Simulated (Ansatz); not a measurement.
# Ni (Fm-3m) in Ansatz: settings compared, part 2 of 2

Ansatz 0.2.0. The steps go on from the part before.

**3. Phonons, PBE, collinear spin, ferromagnetic start**

Input file input.yaml:

```yaml
crystal:
  lattice:
    - [0.0, 1.737572933, 1.737572933]
    - [1.737572933, 0.0, 1.737572933]
    - [1.737572933, 1.737572933, 0.0]
  atoms:
    - { symbol: Ni, position: [0.0, 0.0, 0.0], spin: 1.0 }
hamiltonian:
  xc: pbe
  pseudopotentials: { kind: paw }
magnetization:
  spin_polarized: true
kpoints:
  mp_grid: { grid: [10, 10, 10] }
scf:
  occupations: { method: fermi_dirac, width: 0.05 }
phonons:
  method: dfpt
  qmesh: [2, 2, 2]
  temperatures: { t_max: 1000, t_step: 100 }
  qpath:
    path:
      - [[0.0, 0.0, 0.0], [0.5, 0.0, 0.5], [0.5, 0.25, 0.75], [0.375, 0.375, 0.75], [0.0, 0.0, 0.0], [0.5, 0.5, 0.5], [0.625, 0.25, 0.625], [0.5, 0.25, 0.75], [0.5, 0.5, 0.5], [0.375, 0.375, 0.75]]
      - [[0.625, 0.25, 0.625], [0.5, 0.0, 0.5]]
    npoints: 8
```

Potentials or basis: Ansatz PAW.

Launch:

```sh
ansatz run input.yaml --threads 2 --pin off --max-ram 5632MiB --backend cpu --events-out ev --progress --plain --runs-dir out
```

The log of the run:

```text
Warning: RAYON_NUM_THREADS=2 ignored (pool sized by the plan → 2); use --threads N
[... 3 set-up lines as earlier in the session ...]
Functional definition: PBE
  parameter kappa = 0.804
  parameter beta = 0.06672455060314922
  exchange = pbe_x(kappa = kappa, mu = beta*pi^2/3)
  correlation = pbe_c(beta = beta)
Crystal: 1 atoms, lattice volume = 10.492 Å³
Basis set: ecut = 420 eV, 181 PW (Γ), exchange–correlation on 36×36×36 points (8 copies of the dense FFT grid, shifted against one another)
Bands: 14, of which v1, the nominal top of the filled ones, is band 9 counted from 1 (8 counted from 0)
[... 2 set-up lines as earlier in the session ...]
Magnetic group: BNS 225.116 (UNI 1618), of the structure as read, at distance tolerance 2.2e-5 Å
k-points: 47 of 1000
[... 4 set-up lines as earlier in the session ...]
Starting moments: Σ|m| = 1 μB on 1 of 1 site
[... 1 set-up line as earlier in the session ...]
Functional: x = pbe(κ = 0.804, μ = 0.2195149727645171), c = pbe(β = 0.06672455060314922)
SCF 1 converged in 11 iterations: F = -5839.719899 eV  dr2 = 1.05e-9
a single point of the input's cell can leave the moments in the input for a lower state (scf.lower_state_search): this run first made a single point of its cell. This run's own SCFs start from the density of the state that the single point found, with the moments in the input. The single point stayed on the moments in the input.
[... 1 set-up line as earlier in the session ...]
Stability of the state it starts from, as read at its close in the collinear treatment: not read negative (Ritz values of 1 − χ₀K, real part plus size of imaginary part, from 0.87 to 1.1, by its mixing steps under the symmetry group of the SCF that read it); its run was given moments
Starting moments: Σ|m| = 1 μB on 1 of 1 site; this step starts from the density that it was given
iter 1 solved again at ethr=1.17e-7 eV; its pass at ethr=3.10e-3 eV (dr2=2.11e-5 eV) is discarded
[... 18 lines left out ...]
Magnetization: 0.7186 μB (9.3593 up, 8.6407 down)
Absolute magnetization: 0.7993 μB (∫|ρ↑−ρ↓|, with the PAW one-centre terms)
Spin contamination: 0.0068 ħ² per cell (⟨S²⟩ above its minimum at these occupations)
Per-site moments (μB) at R_I (Å): [(0.7537731305517812, 1.0136359230776613)]
Free energy (F): -5839.719899 eV
Harris-Foulkes:  -5839.719899 eV  (|F-HF|=1.82e-12)
Internal energy: -5839.707263 eV  (E = F + TS)
E sigma→0 (E₀):  -5839.713581 eV
Entropy (-TS):   -0.012636 eV (-12.636 meV/atom)
Fermi energy:    19.047421 eV
--- Per-component energies (eV) ---
  E_band       = -270.856553
  E_kinetic    = 282.735086
  E_local      = -3376.270409  (includes V_loc(G=0)·N_el)
  E_nonlocal   = 635.000325
  E_hartree    = 1410.771724
  E_xc         = -85.194182
  E_vxc        = -109.885419  (∫ρ·V_xc dr)
  E_paw        = -1629.094525  (= ΣΔE_a)
  E_vpaw       = -523.980040  (= ΣTr[D̂ρ^β])
  E_aug_tail   = 0.000545  (compensation charges beyond the density's cutoff)
  E_ewald      = -3077.655828
  E_smearing   = -0.012636  (= −TS)
  E_closure    = 0.000000  (closes the sum)
  Σ components = -5839.719899   (vs F -5839.719899, Δ=0.00e0)
--- Band table (eV; the first three rows and the last of 94) ---
  k-point 0 ↑: bands = ["-84.7788", "-45.0170", "-45.0170", "-45.0170", "9.6357", "16.4121", "16.4121", "16.4121", "17.6705", "17.6705", "42.8063", "47.0556", "47.0556", "47.0556"]
  k-point 1 ↑: bands = ["-84.7751", "-45.0410", "-45.0204", "-45.0204", "10.0350", "16.3097", "16.4991", "16.4991", "17.6362", "17.6362", "41.1834", "44.2644", "46.2441", "46.2441"]
  k-point 2 ↑: bands = ["-84.7652", "-45.1036", "-45.0294", "-45.0294", "11.1641", "16.1070", "16.6437", "16.6437", "17.6442", "17.6442", "36.2463", "43.3944", "45.2301", "45.2301"]
  k-point 46 ↓: bands = ["-83.7816", "-44.2876", "-44.2418", "-44.1922", "15.3130", "15.9853", "16.9564", "18.3582", "19.4876", "25.6207", "28.6721", "29.2328", "30.9205", "46.8921"]
--- Phonons (Γ-DFPT): 1 representative perturbation + reference (Σ response iterations 3) ---
  ASR residual: 3.970e-4 → 0.000e0 eV/Å²; symmetrization residual: 4.547e-12 eV/Å²
  ASR residual per site (eV/Å²): 3.97e-4
  Γ frequencies (cm⁻¹): 0.00 0.00 0.00
--- Phonons (arbitrary-q DFPT): 3 irreducible q on the 2×2×2 mesh ---
  q = [0.0000, 0.0000, 0.0000] (star 1, of the zone-centre solve; hermiticity 1.13e-9, symmetrization 1.15e-8): -0.00 0.00 0.00
  q = [0.0000, 0.0000, -0.5000] (star 4, 1 solved perturbation on 282 of 1000 k-point pairs; hermiticity 1.46e-13, symmetrization 4.13e-13): 157.92 157.92 319.11
  q = [0.0000, -0.5000, -0.5000] (star 3, 2 solved perturbations in 273 linear systems a pass and spin channel, the states on 171 of 1000 k-point pairs; hermiticity 5.20e-13, symmetrization 1.74e-13): 227.42 227.42 307.50
  sum rule: each row above includes the acoustic sum rule's correction from the zone centre's row sums; it moved no ω² by more than (1.36 cm⁻¹)²
  mesh force constants: q→R imaginary residual 0.00e0; ASR residual 3.970e-4 → 0.000e0 eV/Å²; symmetrization residual 7.105e-15 eV/Å²
  interpolated dispersion: 82 rows × 3 modes
  density of states and harmonic sums: on the 30×30×30 q-mesh, interpolated from the force constants of a 2×2×2 supercell (no non-analytic term)
  largest difference from the sums on the solved wave vectors: F 5.42e-2 eV, S 8.65e-5 and C_V 3.23e-5 eV/K
  zero-point energy: 0.040138 eV/cell   skipped modes (ω ≤ 0): 3   left out of the sums: 3.70e-5 of the cell's modes: C_V's classical limit lies that fraction below 3 k_B per atom; for a crystal, a wire or a layer, F and S can be off by more, and a phonons.interpolated_qmesh denser along its periods is the remedy for the sampling
```

phbands.tsv:

```text
# q_distance	omega_0_inv_cm	omega_1_inv_cm	omega_2_inv_cm	omega_0_thz	omega_1_thz	omega_2_thz
# format = ansatz-phbands/1
# lo_to_splitting: not included (the non-analytic LO-TO correction is not applied to the interpolated dynamical matrix; polar crystals: no LO-TO splitting at GAMMA, and LO and other optical branches, acoustic branches and sound speeds, and with them the density of states and the thermodynamics, can be off between the wave vectors that the force constants were sampled on, most near GAMMA; a larger extent of the force constants narrows that region and is not shown to mend the acoustic slopes)
# jumps = 73
# n_points = 82
0.000000	0.000000	0.000000	0.000000	0.000000	0.000000	0.000000
0.226004	44.952255	44.952255	60.424314	1.347635	1.347635	1.811475
0.452009	88.048703	88.048703	118.431126	2.639634	2.639634	3.550476
0.678013	127.547594	127.547594	171.727792	3.823781	3.823781	5.148270
0.904017	161.916959	161.916959	218.256005	4.854148	4.854148	6.543150
1.130022	189.898652	189.898652	256.274495	5.693018	5.693018	7.682916
[... 68 lines left out ...]
10.966897	208.587248	262.941481	286.666962	6.253288	7.882787	8.594059
11.046801	212.926244	256.840581	291.560788	6.383368	7.699887	8.740773
11.126706	216.723833	250.580896	295.798009	6.497217	7.512226	8.867801
11.206610	219.964495	244.489117	299.379711	6.594370	7.329599	8.975178
11.286515	222.634799	238.899528	302.307314	6.674423	7.162028	9.062945
11.366420	224.723550	234.136792	304.582341	6.737043	7.019244	9.131149
11.446324	226.221913	230.493578	306.206201	6.781962	6.910024	9.179831
11.526229	227.123503	228.205063	307.180029	6.808991	6.841416	9.209026
11.606133	227.424463	227.424463	307.504554	6.818014	6.818014	9.218755
```

It took 24 s on 2 threads of Arm Neoverse N1, shared host; peak memory 0.56 GiB.

What came out:

* Free energy: -5839.7199 eV
* Band gap on the k mesh: none (metal or under the smearing width)
* Net moment: 0.72 μB per cell
* Absolute moment: 0.80 μB per cell
* Site moments: Ni +0.75 μB
* Highest phonon frequency: 319 cm⁻¹

Phonon frequencies in cm⁻¹ (negative: imaginary):
| q point | frequencies |
| --- | --- |
| (0.000, 0.000, 0.000) | 0 0 0 |
| (0.000, 0.000, -0.500) | 158 158 319 |
| (0.000, -0.500, -0.500) | 227 227 308 |

Caveat: the q mesh is small, so phonon branches between its points and thermal values are rough.

**4. Elastic constants, PBE, collinear spin, ferromagnetic start**

Input file input.yaml:

```yaml
crystal:
  lattice:
    - [0.0, 1.737572933, 1.737572933]
    - [1.737572933, 0.0, 1.737572933]
    - [1.737572933, 1.737572933, 0.0]
  atoms:
    - { symbol: Ni, position: [0.0, 0.0, 0.0], spin: 1.0 }
hamiltonian:
  xc: pbe
  pseudopotentials: { kind: paw }
magnetization:
  spin_polarized: true
kpoints:
  mp_grid: { grid: [10, 10, 10] }
scf:
  occupations: { method: fermi_dirac, width: 0.05 }
output:
  forces: true
  stress: true
elastic:
  mode: relaxed_ion
  stencil: two_point
```

Launch:

```sh
ansatz run input.yaml --threads 2 --pin off --max-ram 5632MiB --backend cpu --events-out ev --progress --plain --runs-dir out
```

Run time: 15 s. Hardware: 2 threads of Arm Neoverse N1, shared host; peak memory 0.31 GiB.

The run converged. Its results:

```yaml
Free_energy: -5839.7199 eV
Pressure: 8.8 GPa
Band_gap_on_the_k_mesh: none (metal or under the smearing width)
Net_moment: 0.72 μB per cell
Absolute_moment: 0.80 μB per cell
Site_moments: Ni +0.75 μB
Elastic_constants_C11_C12_C44: 330, 196, 156 GPa
Voigt_bulk_modulus: 241 GPa
```

Levels at points of the mesh, in eV from the Fermi level:
Spin up:
| k point | band 5 | band 6 | band 7 | band 8 | band 9 | band 10 | band 11 | band 12 | band 13 | band 14 |
| --- | --- | --- | --- | --- | --- | --- | --- | --- | --- | --- |
| (0.00, 0.00, 0.00) | -9.41 | -2.64 | -2.64 | -2.64 | -1.38 | -1.38 | 23.76 | 28.01 | 28.01 | 28.01 |
| (0.00, 0.00, -0.50) | -5.17 | -2.61 | -2.61 | -0.68 | -0.68 | -0.49 | 5.80 | 22.28 | 25.19 | 25.19 |
| (0.00, -0.50, -0.50) | -4.98 | -4.51 | -0.62 | -0.55 | -0.55 | 2.34 | 9.42 | 15.05 | 15.05 | 19.91 |
Spin down:
| k point | band 6 | band 7 | band 8 | band 9 | band 10 | band 11 |
| --- | --- | --- | --- | --- | --- | --- |
| (0.00, 0.00, 0.00) | -1.78 | -1.78 | -1.78 | -0.70 | -0.70 | 23.61 |
| (0.00, 0.00, -0.50) | -1.91 | -1.91 | -0.54 | 0.18 | 0.18 | 6.31 |
| (0.00, -0.50, -0.50) | -3.81 | 0.09 | 0.44 | 0.44 | 2.31 | 9.73 |

Elastic tensor in Voigt notation (GPa, in the Cartesian axes of the cell as first typed):
```
330 196 196   0   0   0
196 330 196   0   0   0
196 196 330   0   0   0
  0   0   0 156   0   0
  0   0   0   0 156   0
  0   0   0   0   0 156
```

Caveat: the cell is more than 3 GPa from zero pressure, which shifts response properties; elastic constants of metals need much finer meshes, so these are rough.

**5. Band structure, HSEsol, collinear spin, ferromagnetic start**

Input file input.yaml:

```yaml
crystal:
  lattice:
    - [0.0, 1.737572933, 1.737572933]
    - [1.737572933, 0.0, 1.737572933]
    - [1.737572933, 1.737572933, 0.0]
  atoms:
    - { symbol: Ni, position: [0.0, 0.0, 0.0], spin: 1.0 }
hamiltonian:
  xc:
    exchange: hjs_pbesol
    correlation: pbesol
    exx: { coeff: 0.25, omega: 0.207 }
  pseudopotentials: { kind: paw }
magnetization:
  spin_polarized: true
kpoints:
  mp_grid: { grid: [7, 7, 7] }
  band_path:
    path:
      - [[0.0, 0.0, 0.0], [0.5, 0.0, 0.5], [0.5, 0.25, 0.75], [0.375, 0.375, 0.75], [0.0, 0.0, 0.0], [0.5, 0.5, 0.5], [0.625, 0.25, 0.625], [0.5, 0.25, 0.75], [0.5, 0.5, 0.5], [0.375, 0.375, 0.75]]
      - [[0.625, 0.25, 0.625], [0.5, 0.0, 0.5]]
    npoints: 4
scf:
  occupations: { method: fermi_dirac, width: 0.05 }
  n_extra_bands: 6
output:
  forces: true
  stress: true
  eigenvalues: true
  fatbands: false
```

Potentials or basis: Ansatz PAW.

Launch:

```sh
ansatz run input.yaml --threads 2 --pin off --max-ram 5632MiB --backend cpu --events-out ev --progress --plain --runs-dir out
```

The log of the run:

```text
Warning: output.stress: scf.convergence.dr2_threshold = 1e-7 eV (the SCF's general default) is looser than the 1e-10 eV advised for a printed stress (1e-10 eV for each atom of the cell: 1). What an SCF threshold leaves in a stress goes as its square root, and in the free energy as the threshold itself, and one threshold admits the most on a small cell: of the crystals measured, under no hybrid functional and no lock of the moments, on runs that ended without the residual-converged pass, on stresses that held no estimate of that error, the worst erred by over 100 MPa in a component at 1e-7 eV an atom and by under 5 at 1e-10. Set scf.convergence.dr2_threshold to 1e-10 eV or tighter. The threshold is an SCF's pass mark: one that does not reach it within its budget of iterations ends unconverged, or closes short of it on a stop that the run arms, and scf.convergence.dr2_threshold's page says what that costs each kind of run
Warning: output.stress: scf.exx.energy_threshold = 1e-6 eV is looser than the 1e-8 eV advised for a stress under a hybrid functional (1e-8 eV for each atom of the cell: 1). Every SCF of the exchange loop can meet its threshold on dr2 while the loop round them stops early: no threshold on dr2 bounds what that leaves in the stress. Set scf.exx.energy_threshold to 1e-8 eV or tighter. The threshold is the loop's pass mark: a loop that does not reach it within its budget of cycles ends unconverged, and scf.exx.energy_threshold's page has the law
Warning: RAYON_NUM_THREADS=2 ignored (pool sized by the plan → 2); use --threads N
scf.n_extra_bands = 6 over 9 filled bands (N_el = 18.0): the run solves 15 bands
[... 3 set-up lines as earlier in the session ...]
Functional definition: unnamed
  parameter a_1 = 0.25
  parameter omega_1 = 0.207/angstrom
  exchange = pbe_x(mu = 0.12345679012345678) + (-a_1)*hjs_pbesol_x_sr(omega_1) + a_1*exact_x_sr(omega_1)
  correlation = pbe_c(beta = 0.046)
Crystal: 1 atoms, lattice volume = 10.492 Å³
Basis set: ecut = 420 eV, 181 PW (Γ), exchange–correlation on 36×36×36 points (8 copies of the dense FFT grid, shifted against one another)
Bands: 15, of which v1, the nominal top of the filled ones, is band 9 counted from 1 (8 counted from 0)
[... 1 set-up line as earlier in the session ...]
[... 116 lines left out ...]
  E_kinetic    = 283.641051
  E_local      = -3383.519166  (includes V_loc(G=0)·N_el)
  E_nonlocal   = 640.968745
  E_hartree    = 1414.800548
  E_xc         = -68.332883
  E_vxc        = -87.436957  (∫ρ·V_xc dr)
  E_exx        = -95.692759  (= α·E_x^exact, valence–valence)
  E_paw        = -1527.112495  (= ΣΔE_a)
  E_vpaw       = -422.679047  (= ΣTr[D̂ρ^β])
  E_aug_tail   = 0.000503  (compensation charges beyond the density's cutoff)
  E_ewald      = -3077.655828
  E_core_change = -0.076856  (= ΣΔE_core)
  E_smearing   = -0.001084  (= −TS)
  E_closure    = 0.000000  (closes the sum)
  Σ components = -5812.980223   (vs F -5812.980223, Δ=0.00e0)
--- Forces (eV/Å), atoms counted from 1 ---
  atom   1  Ni    -0.00000000     0.00000000    -0.00000000
  max |Σ_I F_I| component: 9.99e-30 eV/Å
--- Stress (GPa, compression-positive) ---
       -1.197496      -0.000000       0.000000
        0.000000      -1.197496       0.000000
        0.000000      -0.000000      -1.197496
  P = ⅓ Tr σ = -1.1975 GPa (-11.975 kbar)
--- Band table (eV; the first three rows and the last of 40) ---
  k-point 0 ↑: bands = ["-91.5915", "-50.3643", "-50.3643", "-50.3643", "8.1830", "13.7149", "13.7149", "13.7149", "15.1916", "15.1916", "43.6973", "48.1440", "48.1440", "48.1440", "50.8919"]
  k-point 1 ↑: bands = ["-91.5834", "-50.4162", "-50.3724", "-50.3724", "9.0784", "13.5614", "13.8860", "13.8860", "15.1451", "15.1451", "40.1067", "44.7554", "46.9118", "46.9118", "52.1401"]
  k-point 2 ↑: bands = ["-91.5650", "-50.5322", "-50.3907", "-50.3907", "11.0324", "13.9572", "14.0079", "14.0079", "15.3541", "15.3541", "32.5937", "43.4812", "45.8007", "45.8007", "50.7219"]
  k-point 19 ↓: bands = ["-89.6867", "-48.5982", "-48.5769", "-48.4748", "13.5213", "15.1686", "16.1419", "16.4778", "19.8571", "26.6035", "27.1940", "30.4211", "33.9292", "47.1518", "53.3401"]
```

bands.tsv:

```text
# k_distance	band_0_up	band_1_up	band_2_up	band_3_up	band_4_up	band_5_up	band_6_up	band_7_up	band_8_up	band_9_up	band_10_up	band_11_up	band_12_up	band_13_up	band_14_up	band_0_dn	band_1_dn	band_2_dn	band_3_dn	band_4_dn	band_5_dn	band_6_dn	band_7_dn	band_8_dn	band_9_dn	band_10_dn	band_11_dn	band_12_dn	band_13_dn	band_14_dn
[... 60 lines left out ...]
11.446324	-110.371135	-69.461175	-69.312676	-69.306746	-7.079139	-6.920649	-3.070526	-2.919804	-2.868214	2.917589	10.009823	15.004927	16.266680	21.622290	25.845589	-108.522764	-67.518612	-67.331719	-67.324562	-6.363940	-4.599459	-1.520880	0.523271	1.160839	2.996571	10.511105	15.036932	16.171799	22.349777	26.036563
11.606133	-110.371128	-69.464120	-69.308133	-69.308133	-7.134080	-6.963547	-2.901011	-2.901011	-2.822205	2.631820	9.985585	16.101527	16.101527	21.009526	25.190368	-108.522769	-67.522595	-67.326295	-67.326295	-6.425960	-4.643682	-1.467494	1.179940	1.179940	2.243232	10.494051	15.998233	15.998233	21.861387	25.390173
```

It took 5.4 min on 2 threads of Arm Neoverse N1, shared host; peak memory 0.54 GiB.

What came out:

- Free energy: -5812.9802 eV
- Pressure: -1.2 GPa
- Band gap on the k mesh: none (metal or under the smearing width)
- Net moment: 0.99 μB per cell
- Absolute moment: 1.23 μB per cell
- Site moments: Ni +1.08 μB

Levels at the corners of the path, in eV from the Fermi level:
Spin up:
| point | band 7 | band 8 | band 9 | band 10 | band 11 | band 12 |
| --- | --- | --- | --- | --- | --- | --- |
| Γ | -5.12 | -5.12 | -3.65 | -3.65 | 24.86 | 29.31 |
| X | -2.90 | -2.90 | -2.82 | 2.63 | 9.99 | 16.10 |
| W | -5.62 | -3.63 | -2.91 | 8.35 | 8.35 | 10.65 |
| K | -4.50 | -3.41 | -3.19 | 6.07 | 7.81 | 10.91 |
| Γ | -5.12 | -5.12 | -3.65 | -3.65 | 24.86 | 29.31 |
| L | -4.99 | -2.94 | -2.94 | -0.63 | 5.97 | 23.31 |
| U | -4.50 | -3.41 | -3.19 | 6.07 | 7.81 | 10.91 |
| W | -5.62 | -3.63 | -2.91 | 8.35 | 8.35 | 10.65 |
| L | -4.99 | -2.94 | -2.94 | -0.63 | 5.97 | 23.31 |
| K | -4.50 | -3.41 | -3.19 | 6.07 | 7.81 | 10.91 |
| U | -4.50 | -3.41 | -3.19 | 6.07 | 7.81 | 10.91 |
| X | -2.90 | -2.90 | -2.82 | 2.63 | 9.99 | 16.10 |
Spin down:
```tsv
point	band 5	band 6	band 7	band 8	band 9	band 10	band 11	band 12	band 13
Γ	-10.88	-2.40	-2.40	-2.20	-2.20	-2.20	24.43	29.20	29.20
X	-6.43	-4.64	-1.47	1.18	1.18	2.24	10.49	16.00	16.00
W	-5.39	-3.15	-3.15	-2.41	1.24	9.03	9.03	11.01	12.50
K	-5.56	-4.12	-2.14	-1.84	0.84	6.89	8.39	11.28	18.57
Γ	-10.88	-2.40	-2.40	-2.20	-2.20	-2.20	24.43	29.20	29.20
L	-5.66	-3.35	-3.35	-0.95	0.38	0.38	7.51	23.00	26.59
U	-5.56	-4.12	-2.14	-1.84	0.84	6.89	8.39	11.28	18.57
W	-5.39	-3.15	-3.15	-2.41	1.24	9.03	9.03	11.01	12.50
L	-5.66	-3.35	-3.35	-0.95	0.38	0.38	7.51	23.00	26.59
K	-5.56	-4.12	-2.14	-1.84	0.84	6.89	8.39	11.28	18.57
U	-5.56	-4.12	-2.14	-1.84	0.84	6.89	8.39	11.28	18.57
X	-6.43	-4.64	-1.47	1.18	1.18	2.24	10.49	16.00	16.00
```

Caveat: the k mesh is coarse (spacing up to 0.45 Å⁻¹), so the values aren't converged, least of all with exact exchange; the magnetic or orbital state may not be the lowest; the pressure holds a Pulay correction of +0.4 GPa for the finite cutoff; the PAW data sets come from PBE, with cores solved anew for the run's functional, which leaves a small shift of forces and pressure; the thresholds are loose for stress.

**6. Overview**

| task | level | k mesh | atoms under strain | q mesh | points for each segment of the path | mesh quality | gap on the mesh (eV) | pressure (GPa) | moment (μB) |
| --- | --- | --- | --- | --- | --- | --- | --- | --- | --- |
| elastic constants | LDA | 10 × 10 × 10 | clamped | - | - | not flagged | none | -9.6 | 0.70 |
| phonons | PBE | 10 × 10 × 10 | - | 2 × 2 × 2 | 8 | not flagged | none | - | 0.72 |
| elastic constants | PBE | 10 × 10 × 10 | relaxed | - | - | not flagged | none | 8.8 | 0.72 |
| band structure | HSEsol | 7 × 7 × 7 | - | - | 4 | coarse | none | -1.2 | 0.99 |

Alike in all rows: potentials or basis Ansatz PAW; spin collinear, ferromagnetic start; cell as given; cutoff (eV) 420; smearing fermi-dirac 0.05 eV.

Caveats: some runs use coarse meshes; the cell is more than 3 GPa from zero pressure, which shifts response properties (some runs); elastic constants of metals need much finer meshes, so these are rough (some runs); the PAW data sets come from PBE, with cores solved anew for the run's functional, which leaves a small shift of forces and pressure (some runs); the magnetic or orbital state may not be the lowest (some runs); the thresholds are loose for stress (some runs).

Total energies depend on the potentials used, so only differences within one code and one set of settings carry meaning.
